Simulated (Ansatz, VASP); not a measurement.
MnS: VASP beside Ansatz

File INCAR:

```
SYSTEM = MnS
ALGO     = Normal         ! electronic algorithm
EDIFF    = 1E-6           ! SCF threshold, eV
ENCUT    = 520            ! plane-wave cutoff, eV
GGA      = RP             ! functional
ISIF     = 2              ! what is computed and relaxed
ISMEAR   = -1             ! smearing method
ISPIN    = 2              ! spin polarisation
LASPH    = .True.         ! aspherical terms in the spheres
LCHARG   = .False.        ! write CHGCAR
LMAXMIX  = 4              ! l up to which the mixer works
LORBIT   = 11             ! projections on sites
LREAL    = .False.        ! projectors in reciprocal space
LWAVE    = .False.        ! write WAVECAR
MAGMOM   = 4 0            ! initial moments
NBANDS   = 20             ! bands
NELM     = 150            ! most SCF steps
PREC     = Accurate       ! precision mode
SIGMA    = 0.05           ! smearing width, eV
```

Contents of KPOINTS:

```
k-points
0
Gamma
  9 9 9
  0 0 0
```

The input POSCAR:

```
MnS
1.0
    0.0000000000      2.6045000000      2.6045000000
    2.6045000000      0.0000000000      2.6045000000
    2.6045000000      2.6045000000      0.0000000000
Mn S
1 1
Direct
    0.0000000000      0.0000000000      0.0000000000
    0.5000000000      0.5000000000      0.5000000000
```

Contents of input.yaml:

```yaml
crystal:
  lattice:
    - [0.0, 2.6045, 2.6045]
    - [2.6045, 0.0, 2.6045]
    - [2.6045, 2.6045, 0.0]
  atoms:
    - { symbol: Mn, position: [0.0, 0.0, 0.0], spin: 4.0 }
    - { symbol: S, position: [0.5, 0.5, 0.5] }
kpoints:
  mp_grid: { grid: [9, 9, 9] }
  band_path:
    path:
      - [0.0, 0.0, 0.0]
      - [0.5, 0.0, 0.5]
      - [0.5, 0.25, 0.75]
      - [0.375, 0.375, 0.75]
      - [0.0, 0.0, 0.0]
      - [0.5, 0.5, 0.5]
      - [0.625, 0.25, 0.625]
      - [0.5, 0.25, 0.75]
    npoints: 10
scf:
  occupations: { method: fermi_dirac, width: 0.05 }
hamiltonian:
  xc: rpbe
  pseudopotentials: { kind: all_electron, lapw: { basis_error: 0.001 } }
magnetization:
  spin_polarized: true
output:
  forces: true
  stress: true
  eigenvalues: true
```

Alike in both runs: functional RPBE; k mesh 9 × 9 × 9; occupations fermi-dirac, width 0.05 eV; collinear spin.

|  | VASP | Ansatz |
| --- | --- | --- |
| version | VASP 6.6.1 | Ansatz 0.2.0 |
| potentials or method | VASP PAW PBE potentials, release 64 (Mn_pv, S) | all-electron LAPW, scalar-relativistic |
| plane-wave cutoff (eV) | 520 | see its input |
| task | single point | band structure |

|  | VASP | Ansatz | Ansatz less VASP |
| --- | --- | --- | --- |
| gap on the k mesh at the Fermi level (eV) | none | none | - |
| pressure (GPa) | 0.5 | 0.6 | +0.07 |
| net moment per atom (μB) | 2.38 | 2.38 | +0.001 |
| size of the moment on the site where the two differ most (μB) | 4.30 | 4.48 | +0.180 |

Site moments also hang on the region over which each program counts them. A gap of «none» marks a metal or a gap that the smearing closes. Ansatz ran all-electron here, so the differences hold the error of VASP's frozen core and of both bases.

Caveats: a cell with one magnetic atom can't hold antiferromagnetic order, which such compounds often take; semilocal functionals often make such compounds metallic where correlation or magnetic order opens a gap, which also shifts bond lengths; the PAW data sets were made with another functional, which shifts forces and pressure a little (VASP).
